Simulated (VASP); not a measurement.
# BaS (Fm-3m) in VASP: further runs

The runs below take BaS through electric field gradients, single point, with PBE.

All numbers are computed with VASP 6.6.1; they aren't measurements. Logs are shortened: lines on timing, memory, paths and dates and some standing lists are left out, and cuts for length are marked.

**Experimental background.**

A printed reference work, monograph, original work of 1988 reports, for a bulk crystal of BaS at 2 K: band gap 3.806 eV (indirect).

The results are compared with them further down.

## 1. The cell of the first run

Symmetry: Fm-3m, No. 225, cubic system. Conventional cell: a = 6.388 Å, b = 6.388 Å, c = 6.388 Å, α = 90.00°, β = 90.00°, γ = 90.00°. Within 4.2 Å of Ba (site symmetry m-3m) lie 6 S at 3.19 Å. Within 4.2 Å of S (site symmetry m-3m) lie 6 Ba at 3.19 Å.

## 2. Electric field gradients, PBE

INCAR reads:

```
SYSTEM = BaS
  ALGO = Normal
  EDIFF = 1E-8
  ENCUT = 520
  GGA = PE
  ISIF = 2
  ISMEAR = -1
  LASPH = .True.
  LCHARG = .False.
  LEFG = .True.
  LREAL = .False.
  LWAVE = .False.
  NBANDS = 15
  NELM = 60
  PREC = Accurate
  SIGMA = 0.01
```

KPOINTS reads:

```
k-points
0
Gamma
  7 7 7
  0 0 0
```

POSCAR reads:

```
BaS
1.0
    0.0000000000      3.1937500000      3.1937500000
    3.1937500000      0.0000000000      3.1937500000
    3.1937500000      3.1937500000      0.0000000000
Ba S
1 1
Direct
    0.0000000000      0.0000000000      0.0000000000
    0.5000000000      0.5000000000      0.5000000000
```

Potentials or basis: VASP PAW PBE potentials, release 64 (Ba_sv, S).

Started as:

```
$ cat potpaw_PBE.64/Ba_sv/POTCAR potpaw_PBE.64/S/POTCAR > POTCAR
$ mpirun -np 1 vasp_std > vasp.out
```

OUTCAR:

```text
SYSTEM = BaS
   EDIFF = 1E-8
   ENCUT = 520
   GGA = PE
   ISIF = 2
   ISMEAR = -1
   LASPH = .True.
   LREAL = .False.
   NELM = 60
   PREC = Accurate

 ion  position               nearest neighbor table
   1  0.000  0.000  0.000-   2 3.19   2 3.19   2 3.19   2 3.19   2 3.19   2 3.19
   2  0.500  0.500  0.500-   1 3.19   1 3.19   1 3.19   1 3.19   1 3.19   1 3.19

  LATTYP: Found a face centered cubic cell.
 ALAT       =     6.3875000000

  Lattice vectors:

 A1 = (   0.0000000000,   3.1937500000,   3.1937500000)
 A2 = (   3.1937500000,   0.0000000000,   3.1937500000)
 A3 = (   3.1937500000,   3.1937500000,   0.0000000000)

Analysis of symmetry for initial positions (statically):
=====================================================================
 Subroutine PRICEL returns:
 Original cell was already a primitive cell.

 Routine SETGRP: Setting up the symmetry group for a
 face centered cubic supercell.

 Subroutine GETGRP returns: Found 48 space group operations
 (whereof 48 operations were pure point group operations)
 out of a pool of 48 trial point group operations.

The static configuration has the point symmetry O_h .

Analysis of symmetry for dynamics (positions and initial velocities):
=====================================================================
 Subroutine PRICEL returns:
 Original cell was already a primitive cell.

 Routine SETGRP: Setting up the symmetry group for a
 face centered cubic supercell.

 Subroutine GETGRP returns: Found 48 space group operations
 (whereof 48 operations were pure point group operations)
 out of a pool of 48 trial point group operations.

The dynamic configuration has the point symmetry O_h .

 Subroutine INISYM returns: Found 48 space group operations
 (whereof 48 operations are pure point group operations),
 and found     1 'primitive' translations

----------------------------------------------------------------------------------------

                                     Primitive cell

  volume of cell :      65.1527

  direct lattice vectors                    reciprocal lattice vectors
     0.000000000  3.193750000  3.193750000    -0.156555773  0.156555773  0.156555773
     3.193750000  0.000000000  3.193750000     0.156555773 -0.156555773  0.156555773
     3.193750000  3.193750000  0.000000000     0.156555773  0.156555773 -0.156555773

  length of vectors
     4.516644565  4.516644565  4.516644565     0.271162553  0.271162553  0.271162553

  position of ions in fractional coordinates (direct lattice)
     0.000000000  0.000000000  0.000000000
     0.500000000  0.500000000  0.500000000

  ion indices of the primitive-cell ions
   primitive index   ion index
                 1           1
                 2           2

----------------------------------------------------------------------------------------

 KPOINTS: k-points

Automatic generation of k-mesh.
 Grid dimensions read from file:
 generate k-points for:    7    7    7

 Generating k-lattice:

  Cartesian coordinates                     Fractional coordinates (reciprocal lattice)
    -0.022365110  0.022365110  0.022365110     0.142857143  0.000000000  0.000000000
     0.022365110 -0.022365110  0.022365110     0.000000000  0.142857143  0.000000000
     0.022365110  0.022365110 -0.022365110     0.000000000  0.000000000  0.142857143

  Length of vectors
     0.038737508  0.038737508  0.038737508

  Shift w.r.t. Gamma in fractional coordinates (k-lattice)
     0.000000000  0.000000000  0.000000000

 Subroutine IBZKPT returns following result:
 ===========================================

 Found     20 irreducible k-points:

 Following reciprocal coordinates:
            Coordinates               Weight
  0.000000  0.000000  0.000000      1.000000
  0.142857  0.000000  0.000000      8.000000
  0.285714  0.000000  0.000000      8.000000
  0.428571  0.000000  0.000000      8.000000
  0.142857  0.142857  0.000000      6.000000
  0.285714  0.142857  0.000000     24.000000
[... 12 lines left out ...]
 -0.428571  0.428571  0.142857     24.000000
 -0.285714  0.428571  0.142857     24.000000
   k-points           NKPTS =     20   k-points in BZ     NKDIM =     20   number of bands    NBANDS=     15
   number of dos      NEDOS =    301   number of ions     NIONS =      2
   total plane-waves  NPLWV =  46656
   dimension x,y,z NGX =    36 NGY =   36 NGZ =   36
   dimension x,y,z NGXF=    72 NGYF=   72 NGZF=   72
   ions per type =               1   1
   NGX,Y,Z   is equivalent  to a cutoff of  13.25, 13.25, 13.25 a.u.
   NGXF,Y,Z  is equivalent  to a cutoff of  26.50, 26.50, 26.50 a.u.
 SYSTEM =  BaS
   PREC   = accura    normal or accurate (medium, high low for compatibility)
   ISTART =      0    job   : 0-new  1-cont  2-samecut
   ICHARG =      2    charge: 1-file 2-atom 10-const
   ISPIN  =      1    spin polarized calculation?
   LNONCOLLINEAR =      F non collinear calculations
   LSORBIT =      F    spin-orbit coupling
   LASPH  =      T    aspherical Exc in radial PAW
   ENCUT  =  520.0 eV  38.22 Ry    6.18 a.u.   8.40  8.40  8.40*2*pi/ulx,y,z
   NELM   =     60;   NELMIN=  2; NELMDL= -5     # of ELM steps
   EDIFF  = 0.1E-07   stopping-criterion for ELM
   LREAL  =      F    real-space projection
   EDIFFG = 0.1E-06   stopping-criterion for IOM
   NSW    =      0    number of steps for IOM
   IBRION =     -1    ionic relax: 0-MD 1-quasi-New 2-CG
   NFREE  =      0    steps in history (QN), initial steepest desc. (CG)
   ISIF   =      2    stress and relaxation
   ISYM   =      2    0-nonsym 1-usesym 2-fastsym
   POTIM  = 0.5000    time-step for ionic-motion
   TEBEG  =    0.0;   TEEND  =   0.0 temperature during run
   PSTRESS=    0.0 pullay stress
   NELECT =      16.0000    total number of electrons
   NUPDOWN=      -1.0000    fix difference up-down
   EMIN   =  10.00;   EMAX   =-10.00  energy-range for DOS
   EFERMI =   0.00;   METHOD = LEGACY
   ISMEAR =    -1;   SIGMA  =   0.01  broadening in eV -4-tet -1-fermi 0-gaus
   EFERMI_NEDOS =   21; number of points for ismear=-14 and -15
   IALGO  =     38    algorithm
   IMIX   =      4    mixing-type and parameters
     AMIX     =   0.40;   BMIX     =  1.00
     AMIX_MAG =   1.60;   BMIX_MAG =  1.00
  volume/ion in A,a.u.               =      32.58       219.84
  Fermi-wavevector in a.u.,A,eV,Ry     =   1.025189  1.937326 14.299891  1.051012
  Thomas-Fermi vector in A             =   2.159016
   LORBIT       =      0    0 simple, 1 ext, 2 COOP (PROOUT), +10 PAW based schemes
   GGA     = PE    functional components
   LHFCALC =     F    Hartree Fock is set to
   AEXX    =    0.0000 exact exchange contribution
   IVDW    =     0    specifies the selected vdW correction
   LEPSILON=     F    determine dielectric tensor
   LRPA    =     F    only Hartree local field effects (RPA)
 non-spin polarized calculation
  energy-cutoff  :      520.00
  volume of cell :       65.15
 maximum number of plane-waves:      1807
 NGX is ok and might be reduce to    36
   NGX = 17   NGY = 17   NGZ = 17

 number of electron      16.0000001 magnetization

 Free energy of the ion-electron system (eV)
  ---------------------------------------------------
  ext. energy  EPLUGINS =         0.00000000
  ---------------------------------------------------
  free energy    TOTEN  =       -10.18472086 eV

  energy without entropy =      -10.18472086  energy(sigma->0) =      -10.18472086

 E-fermi :   1.6958     XC(G=0):  -8.6258

 val. band max:        1.4537334067   @ k =   0.0000   0.0000   0.0000
 cond. band min:       3.6205177881   @ k =   0.4286   0.4286   0.0000
 fundamental gap:      2.1667843814
 Fermi energy:         1.6958430598

 k-point     1 :       0.0000    0.0000    0.0000
  band No.  band energies     occupation
      1     -24.6206      2.00000
      2      -9.6762      2.00000
      3      -9.6762      2.00000
      4      -9.6762      2.00000
      5      -8.9067      2.00000
      6       1.4537      2.00000
      7       1.4537      2.00000
      8       1.4537      2.00000
      9       5.0534      0.00000
     10       5.3225      0.00000
     11       5.3225      0.00000
     12       5.3225      0.00000
     13       6.2483      0.00000
     14       6.2483      0.00000
     15      10.1889      0.00000

 k-point     2 :       0.1429    0.0000    0.0000
  band No.  band energies     occupation
      1     -24.6122      2.00000
      2     -10.0432      2.00000
      3      -9.6836      2.00000
      4      -9.6836      2.00000
      5      -8.5222      2.00000
      6       0.9435      2.00000
      7       1.1884      2.00000
      8       1.1884      2.00000
      9       5.3361      0.00000
     10       5.6254      0.00000
     11       5.6254      0.00000
     12       5.8103      0.00000
     13       6.8329      0.00000
     14       6.8329      0.00000
     15      10.9878      0.00000

 k-point     3 :       0.2857    0.0000    0.0000
  band No.  band energies     occupation
      1     -24.5933      2.00000
      2     -10.5101      2.00000
      3      -9.6998      2.00000
      4      -9.6998      2.00000
      5      -8.0131      2.00000
      6       0.1126      2.00000
      7       0.7147      2.00000
      8       0.7147      2.00000
      9       5.6905      0.00000
     10       6.4574      0.00000
     11       6.4574      0.00000
     12       7.1588      0.00000
     13       8.2359      0.00000
     14       8.2359      0.00000
     15      12.0396      0.00000
[... 271 lines left out ...]
 k-point    19 :      -0.4286    0.4286    0.1429
  band No.  band energies     occupation
      1     -24.5647      2.00000
      2     -10.2763      2.00000
      3      -9.9446      2.00000
      4      -9.9141      2.00000
      5      -8.3934      2.00000
      6       0.5929      2.00000
      7       0.8308      2.00000
      8       1.1068      2.00000
      9       4.4463      0.00000
     10       7.2831      0.00000
     11       7.6332      0.00000
     12       8.5837      0.00000
     13       8.7995      0.00000
     14       9.5268      0.00000
     15      10.8838      0.00000

 k-point    20 :      -0.2857    0.4286    0.1429
  band No.  band energies     occupation
      1     -24.5633      2.00000
      2     -10.3132      2.00000
      3     -10.0370      2.00000
      4      -9.8908      2.00000
      5      -8.2358      2.00000
      6       0.3128      2.00000
      7       0.8649      2.00000
      8       0.9348      2.00000
      9       5.3865      0.00000
     10       6.2993      0.00000
     11       7.8671      0.00000
     12       8.5366      0.00000
     13       8.6793      0.00000
     14      10.6185      0.00000
     15      11.6462      0.00000

------------------------ aborting loop because EDIFF is reached ----------------------------------------

  FORCE on cell =-STRESS in cart. coord.  units (eV):
  Direction    XX          YY          ZZ          XY          YZ          ZX
  --------------------------------------------------------------------------------------
  -------------------------------------------------------------------------------------
  Total        0.5808559      0.5808559      0.5808559      0.0000000      0.0000000      0.0000000
  in kB       14.2838819     14.2838819     14.2838819      0.0000000      0.0000000      0.0000000
  external PRESSURE =      14.2838819 kB  Pullay stress =       0.0000000 kB

 VOLUME and BASIS-vectors are now :
 -----------------------------------------------------------------------------
  energy-cutoff  :      520.00
  volume of cell :       65.15
      direct lattice vectors                 reciprocal lattice vectors
     0.000000000  3.193750000  3.193750000    -0.156555773  0.156555773  0.156555773
     3.193750000  0.000000000  3.193750000     0.156555773 -0.156555773  0.156555773
     3.193750000  3.193750000  0.000000000     0.156555773  0.156555773 -0.156555773

 POSITION                                       TOTAL-FORCE (eV/Angst)
 -----------------------------------------------------------------------------------
      0.00000      0.00000      0.00000         0.000000      0.000000      0.000000
      3.19375      3.19375      3.19375        -0.000000     -0.000000     -0.000000
 -----------------------------------------------------------------------------------
    total drift:                                0.000000      0.000000      0.000000

  FREE ENERGIE OF THE ION-ELECTRON SYSTEM (eV)
  ---------------------------------------------------
  free  energy   TOTEN  =       -10.1847208586 eV

  energy  without entropy=      -10.1847208586  energy(sigma->0) =      -10.18472086

 Electric field gradients (V/A^2)
---------------------------------------------------------------------
 ion       V_xx      V_yy      V_zz      V_xy      V_xz      V_yz
---------------------------------------------------------------------
   1      -0.000     0.000     0.000     0.000     0.000     0.000
   2      -0.000    -0.000    -0.000     0.000     0.000     0.000
---------------------------------------------------------------------

 Electric field gradients after diagonalization (V/A^2)
 (convention: |V_zz| > |V_xx| > |V_yy|)
----------------------------------------------------------------------
 ion       V_xx      V_yy      V_zz     asymmetry (V_yy - V_xx)/ V_zz
----------------------------------------------------------------------
   1      -0.000    -0.000     0.000       0.000
   2      -0.000    -0.000     0.001       0.000
----------------------------------------------------------------------

           NMR quadrupolar parameters

 Cq : quadrupolar parameter    Cq=e*Q*V_zz/h
 eta: asymmetry parameters     (V_yy - V_xx)/ V_zz
 Q  : nuclear electric quadrupole moment in mb (millibarn)
----------------------------------------------------------------------
 ion       Cq(MHz)       eta       Q (mb)
----------------------------------------------------------------------
   1       0.000       0.000       1.000
   2       0.000       0.000       1.000
----------------------------------------------------------------------
```

Run time: 18 s. Hardware: 1 thread of Intel Xeon Platinum 8488C (Sapphire Rapids), shared host; peak memory 0.2 GiB.

What came out:

```
Free energy                             : -10.1847 eV
Pressure                                : 1.4 GPa
Band gap on the k mesh                  : 2.17 eV (least direct gap 2.31 eV)
Largest electric field gradient by atom : zero within the noise of the run
```

Levels at points of the mesh, in eV from the valence-band top:
```tsv
k point	band 5	band 6	band 7	band 8	band 9	band 10	band 11	band 12
(0.00, 0.00, 0.00)	-10.36	0.00	0.00	0.00	3.60	3.87	3.87	3.87
```

Caveat: spin-orbit coupling is left out, which moves the levels of the heavy elements; an odd mesh through Γ misses points on the zone boundary, where band edges can lie.

(Continued in part 2 of 3.)
